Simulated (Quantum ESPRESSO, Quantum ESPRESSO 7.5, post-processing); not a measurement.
## 2H-WS2, 1 layer: k-mesh convergence

Wanted: the cheapest sound input for 2H-WS2, 1 layer, from a series that sets result against time.

Main program and level: Quantum ESPRESSO 7.5; plane-wave DFT, PBE, GBRV ultrasoft pseudopotentials.

## 1. The structure

The cell holds 3 atoms: 2 S and 1 W. Its edges and angles: a = 3.180 Å, b = 3.180 Å, c = 20.476 Å, α = 90.0°, β = 90.0°, γ = 120.0°. It derives from WS2. Vacuum lies along c.

Structure file:

```cif
data_structure
_symmetry_space_group_name_H-M 'P 1'
_symmetry_Int_Tables_number 1
_cell_length_a 3.1800
_cell_length_b 3.1800
_cell_length_c 20.4756
_cell_angle_alpha 90.000
_cell_angle_beta 90.000
_cell_angle_gamma 120.000
_cell_volume 179.32
loop_
_atom_site_label
_atom_site_type_symbol
_atom_site_fract_x
_atom_site_fract_y
_atom_site_fract_z
_atom_site_occupancy
S1 S 0.33333 0.66667 0.91513 1
W2 W 0.00000 0.00000 0.00000 1
S3 S 0.33333 0.66667 0.08487 1
```

## 2. Self-consistent run: 23×23×1 points

The first run is the reference of the series.

Input file c0.in:

```
&control
  prefix = 'c0'
  outdir = './out'
  pseudo_dir = './pseudo'
  calculation = 'scf'
  tprnfor = .true.
/
&system
  ibrav = 0
  nat = 3
  ntyp = 2
  ecutwfc = 40
  ecutrho = 200
  occupations = 'smearing'
  smearing = 'fd'
  degauss = 0.004
  assume_isolated = 'esm'
  esm_bc = 'bc1'
/
&electrons
  conv_thr = 1e-07
  mixing_beta = 0.4
  electron_maxstep = 120
  mixing_mode = 'local-TF'
/
ATOMIC_SPECIES
  S   32.0600  s_pbe_v1.4.uspp.F.UPF
  W   183.8400  w_pbe_v1.2.uspp.F.UPF
CELL_PARAMETERS angstrom
  3.18000000000000 0.00000000000000 0.00000000000000
  -1.59000000000000 2.75396078403451 0.00000000000000
  0.00000000000000 0.00000000000000 20.47562023241895
ATOMIC_POSITIONS crystal
  S   0.333333333333 0.666666666667 -0.084872159988
  W   0.000000000000 0.000000000000 0.000000000000
  S   0.333333333333 0.666666666667 0.084872159988
K_POINTS automatic
  23 23 1 0 0 0
```

Run with:

```sh
OMP_NUM_THREADS=1 mpirun -n 4 pw.x -nk 4 -in c0.in > c0.out
```

Then come: ground state: 17×17×1 points; ground state: 12×12×1 points; ground state: 9×9×1 points; SCF with pw.x: 6×6×1 points; SCF with pw.x: 4×4×1 points; the series side by side. Settings of the main run: cutoff 40 Ry, smearing, fd smearing, smearing width 0.004 Ry, assume isolated esm, esm bc bc1, SCF threshold 1.00e-7 Ry, gbrv-pbe-1.5 potentials, 23×23×1 k-mesh, mpi ranks 4, pools 4, omp threads 1.

What does the calculation give for the vacuum level over the valence top of the mesh, 17×17×1 points?

The vacuum level over the valence top of the mesh, 17×17×1 points is 5.585 eV. Over the series the energy moves by up to 9.05 meV an atom and the vacuum level by up to 409 meV. The finest mesh is no multiple of three and misses K, where sheets of this type often have their valence top, so it is no sound reference for this level: compare the meshes that hold K among themselves.

| Item | Value |
| --- | --- |
| vacuum level over the valence top of the mesh, 23×23×1 points | 5.569 eV |
| vacuum level over the valence top of the mesh, 17×17×1 points | 5.585 eV |
| vacuum level over the valence top of the mesh, 12×12×1 points | 5.548 eV |
| vacuum level over the valence top of the mesh, 9×9×1 points | 5.546 eV |
| vacuum level over the valence top of the mesh, 6×6×1 points | 5.544 eV |
| vacuum level over the valence top of the mesh, 4×4×1 points | 5.978 eV |

The times come from a shared host and are rough. Peak memory is sampled during the run and can miss the peak. The geometry is as built, not relaxed.

[Logs are printed without paths, hosts, clocks, repeated set-up lines and the standing remarks that a program may print on its own settings, such as how far it seeks lower states.]

[Hosts, paths, dates, database ids (printed as entryN), source tags and the programs' standing remarks are cut or masked in the printed files.]

[Maps of the electrostatic potential energy from Ansatz leave out the sawtooth potential of an applied field or a dipole correction, so their vacuum need not be flat; planar profiles and work functions include it.]
